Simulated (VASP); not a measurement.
# Which native defect does SiNi3 form most easily?

Aim: formation energies of the vacancies and antisites of SiNi3, in the two limits of its composition. The start is a cell from a database of measured crystal structures.

Method: PBE, spin-polarised from a ferromagnetic start; plane waves and PAW (Ni, Si), in the first sound run; inputs show where later runs differ, in VASP 6.6.1.

Most raw output is cut from this account.

The database entry behind the starting cell differs from later determinations by our own check (an axis about 0.9 % long against later determinations), so it need not match the best structure at ambient conditions.

## Step 1: The host crystal

Symmetry: Pm-3m, No. 221, cubic system. The conventional cell has a = 3.542 Å, b = 3.542 Å, c = 3.542 Å, α = 90.00°, β = 90.00°, γ = 90.00°. Ni has 8 Ni at 2.50 Å and 4 Si at 2.50 Å nearest. Si has 12 Ni at 2.50 Å nearest. Farther neighbours are not listed.

Coordinates:

```cif
data_structure
_symmetry_space_group_name_H-M 'Pm-3m'
_symmetry_Int_Tables_number 221
_cell_length_a 3.5420
_cell_length_b 3.5420
_cell_length_c 3.5420
_cell_angle_alpha 90.000
_cell_angle_beta 90.000
_cell_angle_gamma 90.000
_cell_volume 44.44
loop_
_atom_site_label
_atom_site_type_symbol
_atom_site_symmetry_multiplicity
_atom_site_Wyckoff_symbol
_atom_site_fract_x
_atom_site_fract_y
_atom_site_fract_z
_atom_site_occupancy
Ni1 Ni 3 c 0.50000 0.50000 0.00000 1
Si1 Si 1 a 0.00000 0.00000 0.00000 1
```

## Step 2: Relaxing the host crystal

First cell and atoms are relaxed at a raised cutoff, so that later runs start from this functional's own cell.

File INCAR:

```
SYSTEM = SiNi3
PREC = Accurate
ENCUT = 360
EDIFF = 1E-06
NELM = 120
ISMEAR = 1
SIGMA = 0.15
LREAL = .FALSE.
ALGO = Normal
GGA = PE
NBANDS = 27
ISPIN = 2
MAGMOM = 1 1 1 0
LASPH = .TRUE.
LMAXMIX = 4
LORBIT = 11
LWAVE = .FALSE.
LCHARG = .FALSE.
KPAR = 8
IBRION = 2
NSW = 40
ISIF = 3
EDIFFG = -0.02
POTIM = 0.4
```

File POSCAR:

```
SiNi3
1.0
    3.5420000000      0.0000000000      0.0000000000
    0.0000000000      3.5420000000      0.0000000000
    0.0000000000      0.0000000000      3.5420000000
Ni Si
3 1
Direct
    0.5000000000      0.5000000000      0.0000000000
    0.5000000000      0.0000000000      0.5000000000
    0.0000000000      0.5000000000      0.5000000000
    0.0000000000      0.0000000000      0.0000000000
```

File KPOINTS:

```
Automatic mesh
0
Gamma
7 7 7
0 0 0
```

PAW data sets: Ni and Si (PBE family, release 64).

Started as:

```
> mpirun -np 8 vasp_std
```

Run time: 19 s. Hardware: 8 MPI ranks of Intel Xeon Platinum 8375C at 2.90GHz (Ice Lake), shared host; peak memory 1.4 GiB; 2.5 min of CPU time.

The moments of the start collapse, so the state is non-magnetic; other starts or orders were not tried. The k-mesh is coarse for a metal. The run keeps the 48 symmetry operations of its start, so it cannot find a distortion of lower symmetry.

Relaxation path:

```
step  energy less that of the first step (eV)  largest force (eV/Å)  pressure (GPa)  volume (Å³)
   1                                   0.0000                0.0000           -6.47        44.44
   2                                  -0.0196                0.0000            4.27        42.17
   3                                  -0.0303                0.0000            0.03        42.99
```

```
conventional cell, symmetrised  before  after  change
                         a (Å)   3.542  3.503  -1.1 %
                         b (Å)   3.542  3.503  -1.1 %
                         c (Å)   3.542  3.503  -1.1 %
              volume (Å³/atom)   11.11  10.75  -3.3 %
```

Final coordinates:

```xyz
4
Lattice="3.5031 0.0000 0.0000 0.0000 3.5031 0.0000 0.0000 0.0000 3.5031" Properties=species:S:1:pos:R:3 pbc="T T T"
Ni    1.7515    1.7515    0.0000
Ni    1.7515    0.0000    1.7515
Ni    0.0000    1.7515    1.7515
Si    0.0000    0.0000    0.0000
```

Numbers from this step:

```yaml
electronic_cycles: 33
electrons: 34
free_energy_toten: -23.70 eV
energy_at_zero_smearing: -23.70 eV
fermi_energy: 10.68 eV
labelled_metallic_from_the_levels_on_this_mesh: yes
```

The spin moment in the PAW sphere vanishes on all atoms.

The run ended after 3 ionic steps, 0.030 eV below its first step, once forces and stress met EDIFFG = -0.02.

## Step 3: The supercell without the defect

System of this step: SiNi3. It takes space group Pm-3m (No. 221, cubic). The conventional cell has a = 3.503 Å, b = 3.503 Å, c = 3.503 Å, α = 90.00°, β = 90.00°, γ = 90.00°. Nearest to Ni lie 4 Si at 2.48 Å and 8 Ni at 2.48 Å. Nearest to Si lie 12 Ni at 2.48 Å. Farther neighbours are not listed.

The same cell, mesh and cutoff without the defect give the energy to subtract and, in a gapped host, the band edges to count from, so that most errors cancel.

File INCAR:

```
SYSTEM = SiNi3
PREC = Normal
ENCUT = 300
EDIFF = 1E-05
NELM = 120
ISMEAR = 1
SIGMA = 0.2
LREAL = Auto
ALGO = Fast
GGA = PE
NBANDS = 160
ISPIN = 2
MAGMOM = 1 1 1 1 1 1 1 1 1 1 1 1 1 1 1 1 1 1 1 1 1 1 1 1 0 0 0 0 0 0 0 0
LASPH = .TRUE.
LMAXMIX = 4
LORBIT = 11
LWAVE = .FALSE.
LCHARG = .FALSE.
KPAR = 4
NCORE = 2
```

File POSCAR:

```
SiNi3
1.0
    7.0061870298      0.0000000000      0.0000000000
    0.0000000000      7.0061870298      0.0000000000
    0.0000000000      0.0000000000      7.0061870298
Ni Si
24 8
Direct
    0.2500000000      0.2500000000      0.0000000000
    0.2500000000      0.2500000000      0.5000000000
    0.2500000000      0.7500000000      0.0000000000
    0.2500000000      0.7500000000      0.5000000000
    0.7500000000      0.2500000000      0.0000000000
    0.7500000000      0.2500000000      0.5000000000
    0.7500000000      0.7500000000      0.0000000000
    0.7500000000      0.7500000000      0.5000000000
    0.2500000000      0.0000000000      0.2500000000
    0.2500000000      0.0000000000      0.7500000000
    0.2500000000      0.5000000000      0.2500000000
    0.2500000000      0.5000000000      0.7500000000
    0.7500000000      0.0000000000      0.2500000000
    0.7500000000      0.0000000000      0.7500000000
    0.7500000000      0.5000000000      0.2500000000
    0.7500000000      0.5000000000      0.7500000000
    0.0000000000      0.2500000000      0.2500000000
    0.0000000000      0.2500000000      0.7500000000
    0.0000000000      0.7500000000      0.2500000000
    0.0000000000      0.7500000000      0.7500000000
    0.5000000000      0.2500000000      0.2500000000
    0.5000000000      0.2500000000      0.7500000000
    0.5000000000      0.7500000000      0.2500000000
    0.5000000000      0.7500000000      0.7500000000
    0.0000000000      0.0000000000      0.0000000000
    0.0000000000      0.0000000000      0.5000000000
    0.0000000000      0.5000000000      0.0000000000
    0.0000000000      0.5000000000      0.5000000000
    0.5000000000      0.0000000000      0.0000000000
    0.5000000000      0.0000000000      0.5000000000
    0.5000000000      0.5000000000      0.0000000000
    0.5000000000      0.5000000000      0.5000000000
```

File KPOINTS:

```
Automatic mesh
0
Monkhorst-Pack
3 3 3
0 0 0
```

Started as:

```
> mpirun -np 8 vasp_std
```

It took 44 s on 8 MPI ranks; peak memory 1.8 GiB; 5.7 min of CPU time.

This step gave:

- electronic cycles: 15
- electrons: 272
- free energy (TOTEN): -189.5975 eV
- energy at zero smearing: -189.6200 eV
- Fermi energy: 10.71 eV
- moment of the cell, from the last line of the log: 0.0058 μB

The spin moment in the PAW sphere vanishes on all atoms.

The host is treated as a metal, as its relaxation found a gap under 0.3 eV or none, and only the neutral defect is run.

## Step 4: Reference Ni

This step: PBE, spin-polarised from a ferromagnetic start (one magnetic atom a cell); plane waves and PAW (Ni) (VASP 6.6.1).

System of this step: Ni. The structure is cubic, space group Fm-3m (No. 225). The conventional cell has a = 3.520 Å, b = 3.520 Å, c = 3.520 Å, α = 90.00°, β = 90.00°, γ = 90.00°. Nearest to Ni lie 12 Ni at 2.49 Å.

The reference for Ni is its crystal, relaxed at the cutoff of the large cell.

File INCAR:

```
SYSTEM = Ni
PREC = Normal
ENCUT = 300
EDIFF = 1E-05
NELM = 120
ISMEAR = 1
SIGMA = 0.1
LREAL = Auto
ALGO = Fast
GGA = PE
NBANDS = 12
ISPIN = 2
MAGMOM = 0.7
LASPH = .TRUE.
LMAXMIX = 4
LORBIT = 11
LWAVE = .FALSE.
LCHARG = .FALSE.
KPAR = 8
IBRION = 2
NSW = 25
ISIF = 3
EDIFFG = -0.02
POTIM = 0.4
```

File POSCAR:

```
Ni
1.0
    0.0000000000      1.7600000000      1.7600000000
    1.7600000000      0.0000000000      1.7600000000
    1.7600000000      1.7600000000      0.0000000000
Ni
1
Direct
    0.0000000000      0.0000000000      0.0000000000
```

File KPOINTS:

```
Automatic mesh
0
Gamma
13 13 13
0 0 0
```

The projector-augmented-wave data sets are Ni (PBE family, release 64).

Started as:

```
> mpirun -np 8 vasp_std
```

The job ended after 8 s (8 MPI ranks; peak memory 0.85 GiB; 57 s of CPU time).

The cell holds one magnetic atom, so no antiferromagnetic order fits into it.

The steps of the relaxation:

```
step  energy less that of the first step (eV)  largest force (eV/Å)  pressure (GPa)  volume (Å³)
   1                                   0.0000                0.0000           -2.38        10.90
   2                                   0.0014                0.0000            2.27        10.70
   3                                   0.0001                0.0000            0.79        10.80
   4                                   0.0000                0.0000            0.20        10.82
```

```
conventional cell, symmetrised  before  after  change
                         a (Å)   3.520  3.511  -0.2 %
                         b (Å)   3.520  3.511  -0.2 %
                         c (Å)   3.520  3.511  -0.2 %
              volume (Å³/atom)   10.90  10.82  -0.7 %
```

Final coordinates:

```
Ni
1.0
     0.00000    1.75574    1.75574
     1.75574    0.00000    1.75574
     1.75574    1.75574    0.00000
Ni
1
Direct
  0.00000 0.00000 0.00000
```

Numbers from this step:

```yaml
electronic_cycles: 29
electrons: 10
free_energy_toten: -5.483 eV
fermi_energy: 9.472 eV
moment_of_the_cell_from_the_last_line_of_the_log: 0.627 μB
```

Spin moment in the PAW sphere by atom:

```
atom  spin moment in the PAW sphere (μB)
 Ni1                               0.639
```

The run ended after 4 ionic steps, 0.000 eV below its first step, once forces and stress met EDIFFG = -0.02.

Energy at zero smearing: -5.48348 eV.

## Step 5: Reference Si

This step: PBE; plane waves and PAW (Si) (VASP 6.6.1).

System of this step: Si. The structure is cubic, space group Fd-3m (No. 227). The conventional cell has a = 5.430 Å, b = 5.430 Å, c = 5.430 Å, α = 90.00°, β = 90.00°, γ = 90.00°. Nearest to Si lie 4 Si at 2.35 Å.

The reference for Si is its crystal, relaxed at the cutoff of the large cell.

File INCAR:

```
SYSTEM = Si
PREC = Normal
ENCUT = 300
EDIFF = 1E-05
NELM = 120
ISMEAR = 0
SIGMA = 0.1
LREAL = Auto
ALGO = Fast
GGA = PE
NBANDS = 10
LORBIT = 11
LWAVE = .FALSE.
LCHARG = .FALSE.
KPAR = 8
IBRION = 2
NSW = 25
ISIF = 3
EDIFFG = -0.02
POTIM = 0.4
```

File POSCAR:

```
Si
1.0
    0.0000000000      2.7150000000      2.7150000000
    2.7150000000      0.0000000000      2.7150000000
    2.7150000000      2.7150000000      0.0000000000
Si
2
Direct
    0.0000000000      0.0000000000      0.0000000000
    0.2500000000      0.2500000000      0.2500000000
```

File KPOINTS:

```
Automatic mesh
0
Gamma
9 9 9
0 0 0
```

Potentials, in the order of the species: Si (PBE family, release 64).

Started as:

```
> mpirun -np 8 vasp_std
```

Elapsed: 2.2 s, on 8 MPI ranks; peak memory 0.83 GiB.

The gap is read on the k-mesh alone, so it is an upper bound where the band edges lie off the mesh.

Relaxation path:

```
step  energy less that of the first step (eV)  largest force (eV/Å)  pressure (GPa)  volume (Å³)
   1                                   0.0000                0.0000            1.80        40.03
   2                                  -0.0036                0.0000           -0.64        41.08
   3                                  -0.0042                0.0000            0.00        40.79
```

```
conventional cell, symmetrised  before  after  change
                         a (Å)   5.430  5.464  +0.6 %
                         b (Å)   5.430  5.464  +0.6 %
                         c (Å)   5.430  5.464  +0.6 %
              volume (Å³/atom)   20.01  20.39  +1.9 %
```

The relaxed structure:

```xyz
2
Lattice="0.0000 2.7321 2.7321 2.7321 0.0000 2.7321 2.7321 2.7321 0.0000" Properties=species:S:1:pos:R:3 pbc="T T T"
Si    0.0000    0.0000    0.0000
Si    1.3660    1.3660    1.3660
```

Numbers from this step:

| Quantity | Value |
| --- | --- |
| electronic cycles | 20 |
| electrons | 8 |
| free energy (TOTEN) | -10.84 eV |
| Fermi energy | 5.950 eV |
| labelled metallic, from the levels on this mesh | no |
| gap on the k-mesh | 0.6199 eV |
| least direct gap on the k-mesh | 2.560 eV |

The run ended after 3 ionic steps, 0.004 eV below its first step, once forces and stress met EDIFFG = -0.02.

Energy at zero smearing: -10.84425 eV.

## Step 6: Relaxing the defect, 31 atoms, defect Ni vacancy

This step: PBE, spin-polarised from a ferromagnetic start; plane waves and PAW (Ni, Si) (VASP 6.6.1).

System of this step: Si8Ni23. The cell holds 31 atoms: 23 Ni and 8 Si. Its edges and angles: a = 7.006 Å, b = 7.006 Å, c = 7.006 Å, α = 90.0°, β = 90.0°, γ = 90.0°. It derives from SiNi3. Nearest the centre at fractional (0.250, 0.250, 0.000): Ni11 at 2.48 Å, Ni9 at 2.48 Å, Ni21 at 2.48 Å, Ni17 at 2.48 Å, Ni16 at 2.48 Å, Si24 at 2.48 Å, Ni8 at 2.48 Å, Ni10 at 2.48 Å.

The host is treated as a metal, since its gap is under 0.3 eV or closed. The run keeps 16 symmetry operations, which cuts the number of k-points but bars distortions that break them. The atoms relax at the host's fixed cell.

File INCAR:

```
SYSTEM = Si8Ni23
PREC = Normal
ENCUT = 300
EDIFF = 1E-05
NELM = 120
ISMEAR = 1
SIGMA = 0.2
LREAL = Auto
ALGO = Fast
GGA = PE
NBANDS = 152
ISPIN = 2
MAGMOM = 1 1 1 1 1 1 1 1 1 1 1 1 1 1 1 1 1 1 1 1 1 1 1 0 0 0 0 0 0 0 0
LASPH = .TRUE.
LMAXMIX = 4
LORBIT = 11
LWAVE = .FALSE.
LCHARG = .TRUE.
KPAR = 4
NCORE = 2
IBRION = 2
NSW = 50
ISIF = 2
EDIFFG = -0.03
POTIM = 0.4
MAXMIX = 40
ISYM = 2
```

File POSCAR:

```
Si8Ni23
1.0
    7.0061870298      0.0000000000      0.0000000000
    0.0000000000      7.0061870298      0.0000000000
    0.0000000000      0.0000000000      7.0061870298
Ni Si
23 8
Direct
    0.2500000000      0.2500000000      0.5000000000
    0.2500000000      0.7500000000      0.0000000000
    0.2500000000      0.7500000000      0.5000000000
    0.7500000000      0.2500000000      0.0000000000
    0.7500000000      0.2500000000      0.5000000000
    0.7500000000      0.7500000000      0.0000000000
    0.7500000000      0.7500000000      0.5000000000
    0.2500000000      0.0000000000      0.2500000000
    0.2500000000      0.0000000000      0.7500000000
    0.2500000000      0.5000000000      0.2500000000
    0.2500000000      0.5000000000      0.7500000000
    0.7500000000      0.0000000000      0.2500000000
    0.7500000000      0.0000000000      0.7500000000
    0.7500000000      0.5000000000      0.2500000000
    0.7500000000      0.5000000000      0.7500000000
    0.0000000000      0.2500000000      0.2500000000
    0.0000000000      0.2500000000      0.7500000000
    0.0000000000      0.7500000000      0.2500000000
    0.0000000000      0.7500000000      0.7500000000
    0.5000000000      0.2500000000      0.2500000000
    0.5000000000      0.2500000000      0.7500000000
    0.5000000000      0.7500000000      0.2500000000
    0.5000000000      0.7500000000      0.7500000000
    0.0000000000      0.0000000000      0.0000000000
    0.0000000000      0.0000000000      0.5000000000
    0.0000000000      0.5000000000      0.0000000000
    0.0000000000      0.5000000000      0.5000000000
    0.5000000000      0.0000000000      0.0000000000
    0.5000000000      0.0000000000      0.5000000000
    0.5000000000      0.5000000000      0.0000000000
    0.5000000000      0.5000000000      0.5000000000
```

File KPOINTS:

```
Automatic mesh
0
Monkhorst-Pack
3 3 3
0 0 0
```

PAW data sets: Ni and Si (PBE family, release 64).

Started as:

```
> mpirun -np 8 vasp_std
```

The job ended after 4.2 min (8 MPI ranks; peak memory 2.2 GiB; 33 min of CPU time).

The run keeps the 16 symmetry operations of its start, so it cannot find a distortion of lower symmetry.

Step by step:

```
step  energy less that of the first step (eV)  largest force (eV/Å)
   1                                   0.0000                0.4428
   2                                  -0.0546                0.2842
   3                                  -0.0906                0.1256
   4                                  -0.0926                0.1299
   5                                  -0.0986                0.0442
   6                                  -0.0989                0.0488
   7                                  -0.0986                0.0541
   8                                  -0.0989                0.0499
   9                                  -0.0989                0.0519
  10                                  -0.0989                0.0504
  11                                  -0.0998                0.0360
  12                                  -0.1004                0.0155
```

The atoms that moved most (Å):

```
atom      dx      dy      dz  length
Ni11   0.000  -0.021   0.049   0.054
Ni10   0.000  -0.021  -0.049   0.054
Ni21  -0.021   0.000   0.049   0.054
Ni20  -0.021   0.000  -0.049   0.054
Ni16   0.021   0.000  -0.049   0.054
Ni17   0.021   0.000   0.049   0.054
 Ni8   0.000   0.021  -0.049   0.054
 Ni9   0.000   0.021   0.049   0.054
```

Final coordinates:

```xyz
31
Lattice="7.0062 0.0000 0.0000 0.0000 7.0062 0.0000 0.0000 0.0000 7.0062" Properties=species:S:1:pos:R:3 pbc="T T T"
Ni    1.7515    1.7515    3.5031
Ni    1.7515    5.2546    0.0000
Ni    1.7515    5.2546    3.5031
Ni    5.2546    1.7515    0.0000
Ni    5.2546    1.7515    3.5031
Ni    5.2546    5.2546    0.0000
Ni    5.2546    5.2546    3.5031
Ni    1.7515    0.0214    1.7024
Ni    1.7515    0.0214    5.3038
Ni    1.7515    3.4817    1.7024
Ni    1.7515    3.4817    5.3038
Ni    5.2546    0.0039    1.7557
Ni    5.2546    0.0039    5.2505
Ni    5.2546    3.4992    1.7557
Ni    5.2546    3.4992    5.2505
Ni    0.0214    1.7515    1.7024
Ni    0.0214    1.7515    5.3038
Ni    0.0039    5.2546    1.7557
Ni    0.0039    5.2546    5.2505
Ni    3.4817    1.7515    1.7024
Ni    3.4817    1.7515    5.3038
Ni    3.4992    5.2546    1.7557
Ni    3.4992    5.2546    5.2505
Si    0.0077    0.0077    0.0000
Si    0.0121    0.0121    3.5031
Si    0.0077    3.4954    0.0000
Si    0.0121    3.4910    3.5031
Si    3.4954    0.0077    0.0000
Si    3.4910    0.0121    3.5031
Si    3.4954    3.4954    0.0000
Si    3.4910    3.4910    3.5031
```

Numbers from this step:

```
electronic cycles                                 : 72
electrons                                         : 262
free energy (TOTEN)                               : -182.6065 eV
energy at zero smearing                           : -182.6283 eV
Fermi energy                                      : 10.23 eV
moment of the cell, from the last line of the log : 0 μB
labelled metallic, from the levels on this mesh   : yes
```

The spin moment in the PAW sphere vanishes on all atoms.

Valence density in the ab plane at fractional z = 0.000, through the centre, with atoms of Ni and Si within 0.45 Å of it. It is the smooth field of the valence electrons, not physical close to the nuclei.

Values in e/Å³, 11 rows by 16 columns, each cell a mean:
```
 0  0  0  0  0  0  0  0  0  0  0  0  0  0  0  0
 0  0  0  2  2  1  0  0  0  0  0  2  2  1  0  0
 0  0  1  7 10  3  0  0  0  0  1  7 10  3  0  0
 0  0  1  3  4  1  0  0  0  0  1  3  4  1  0  0
 0  0  0  0  0  0  0  0  0  0  0  0  0  0  0  0
 0  0  0  0  0  0  0  0  0  0  0  0  0  0  0  0
 0  0  0  0  0  0  0  0  0  0  0  0  0  0  0  0
 0  0  0  0  0  0  0  0  0  0  1  5  7  2  0  0
 0  0  0  0  0  0  0  0  0  0  1  6  9  3  0  0
 0  0  0  0  0  0  0  0  0  0  0  1  1  0  0  0
 0  0  0  0  0  0  0  0  0  0  0  0  0  0  0  0
```
Columns run along a (7.0 Å), rows up along b (7.0 Å). Atoms in or near the plane, at fractional coordinates: Ni at (0.25, 0.75), Ni at (0.75, 0.25), Ni at (0.75, 0.75), Si at (0.00, 0.00), Si at (0.00, 0.50), Si at (0.50, 0.00), Si at (0.50, 0.50).

The run ended after 12 ionic steps, 0.100 eV below its first step, once the forces on the free atoms met EDIFFG = -0.03.

The 12 first neighbours (Ni and Si) lie 2.48 Å from the site in the perfect crystal and 2.44 Å on average after the relaxation (-1.5 %).

## Step 7: Energies of this defect, 31 atoms, defect vacancy, element Ni

This step: point defect, PBE; plane waves and PAW (VASP 6.6.1).

Derived from the runs above.

This step gave:

- formation energy of the neutral defect: 1.508 eV
- host formation enthalpy: -0.4575 eV/atom

Formation energy:

```
formation energy (eV)  largest move (Å)
                1.508           0.05358
```

The formation energy is the energy of the relaxed defect cell less that of the perfect cell, with each removed atom booked to its reference and each added atom taken from it.

References, in eV an atom: Ni -5.483 (crystal Fm-3m) and Si -5.422 (crystal Fd-3m). They were run at the supercell's cutoff and functional, without U, and count both elements from their own phases.

The formation energy is 1.508 eV, and the largest move of an atom 0.05 Å.

[end of part 1 of 2]

[Lines on the potential files, build, host, timing and source positions are cut from VASP's logs without a mark.]

[Logs are printed without paths, hosts, clocks, repeated set-up lines and the standing remarks that a program may print on its own settings, such as how far it seeks lower states.]

[Hosts, paths, dates, database ids (printed as entryN), source tags and the programs' standing remarks are cut or masked in the printed files.]

[In band tables of VASP the shares of atoms and orbitals are scaled to a sum of 1 inside the atoms' spheres.]

[Runs that stopped without an error message from VASP are left out.]
